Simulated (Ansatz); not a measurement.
Input of an Ansatz 0.2.0 run:

input.yaml

```yaml
crystal:
  lattice:
    - [1.488052925, -2.59468961, 0.0]
    - [1.488052925, 2.59468961, 0.0]
    - [0.0, 0.0, 4.72759579]
  atoms:
    - { symbol: Ge, position: [0.33344663, 0.66655337, 0.25] }
    - { symbol: Ge, position: [0.66655337, 0.33344663, 0.75] }
hamiltonian:
  xc: pbesol
  pseudopotentials: { kind: paw }
kpoints:
  mp_grid: { grid: [10, 10, 6] }
  band_path:
    path:
      - [[0.0, 0.0, 0.0], [0.3322253894, 0.3322253894, 0.0], [0.0, 0.5, 0.0], [0.0, 0.5, 0.5], [0.3322253894, 0.3322253894, 0.5], [0.0, 0.0, 0.5], [0.0, 0.0, 0.0], [-0.5, 0.5, 0.0], [-0.3322253894, 0.6677746106, 0.0], [-0.3322253894, 0.6677746106, 0.5], [-0.5, 0.5, 0.5], [-0.5, 0.5, 0.0]]
      - [[0.0, 0.0, 0.5], [-0.5, 0.5, 0.5]]
    npoints: 14
scf:
  occupations: { method: fermi_dirac, width: 0.05 }
  n_extra_bands: 6
output:
  forces: true
  stress: true
  eigenvalues: true
  fatbands: true
```

Potentials or basis: Ansatz PAW.

Command:

```bash
$ ansatz run input.yaml --threads 2 --pin off --max-ram 5632MiB --backend cpu --events-out ev --progress --plain --runs-dir out
```

Problem. Predict the pressure.

Solution. 0.5 GPa.

Problem. Estimate the band gap on the k mesh.

Solution. None (metal or under the smearing width).

Stress tensor (GPa, compression positive):
```
-0.41  0.00  0.00
 0.00 -0.19  0.00
 0.00  0.00  2.10
```

Caveat: the PAW data sets come from PBE, with cores solved anew for the run's functional, which leaves a small shift of forces and pressure.
